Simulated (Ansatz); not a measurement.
Runs of Ansatz 0.2.0 on PbO2. It takes space group Fm-3m (No. 225, cubic). Conventional cell: a = 5.404 Å, b = 5.404 Å, c = 5.404 Å, α = 90.00°, β = 90.00°, γ = 90.00°. Pb (site symmetry m-3m) has 8 O at 2.34 Å as nearest neighbours. Around O (site symmetry -43m) lie 4 Pb at 2.34 Å. The cell comes from a database or a generator and needn't be the stable form of this composition.

| task | level | k mesh | cutoff (eV) | smearing | basis error allowed | mesh quality | gap on the mesh (eV) | pressure (GPa) | V0 of scaled cells (Å³/atom) | B0 (GPa) |
| --- | --- | --- | --- | --- | --- | --- | --- | --- | --- | --- |
| single point | PBEsol | 9 × 9 × 9 | 314 | fermi-dirac 0.05 eV | 0.001 eV/atom | not flagged | none | -5.7 | - | - |
| equation of state | PBEsol | 9 × 9 × 9 | - | fermi-dirac 0.05 eV | 0.002 eV/atom | not flagged | - | - | 12.63 | 155 |
| phonons | PBEsol | 9 × 9 × 9 | 311 | fermi-dirac 0.05 eV | 0.002 eV/atom | not flagged | none | - | - | - |
| single point | PBEsol | 5 × 5 × 5 | 291 | fermi-dirac 0.03 eV | 0.002 eV/atom | coarse | none | -6.0 | - | - |
| equation of state | PBEsol | 9 × 9 × 9 | - | fermi-dirac 0.05 eV | 0.001 eV/atom | not flagged | - | - | 12.63 | 155 |
| band structure | PBEsol | 9 × 9 × 9 | 291 | fermi-dirac 0.05 eV | 0.002 eV/atom | not flagged | - | -5.7 | - | - |
| density of states | PBEsol+D3(BJ) | 9 × 9 × 9 | 339 | tetrahedron | 0.0005 eV/atom | not flagged | none | (a) | - | - |
| band structure | LDA | 9 × 9 × 9 | 291 | fermi-dirac 0.05 eV | 0.002 eV/atom | not flagged | - | -10.0 | - | - |

Alike in all rows: potentials or basis all-electron LAPW, scalar-relativistic; no spin polarisation; cell as given.

Estimate the missing entries.

(a) -8.5.

Caveats: some runs use coarse meshes; a metal's response needs a denser mesh (some runs); the k mesh is thin for a metal, which can move the energy by tens of meV per atom (some runs); the program warned that the printed levels may be off, so bands, gaps and densities of states are rough (some runs); pairwise dispersion overbinds metals, which lowers pressure and volume (some runs).

A k mesh can miss the band edges, and the runs leave out spin-orbit coupling on Pb.

A gap of «none» marks a metal or a gap under the smearing width.

Not every run made on this cell is shown here.
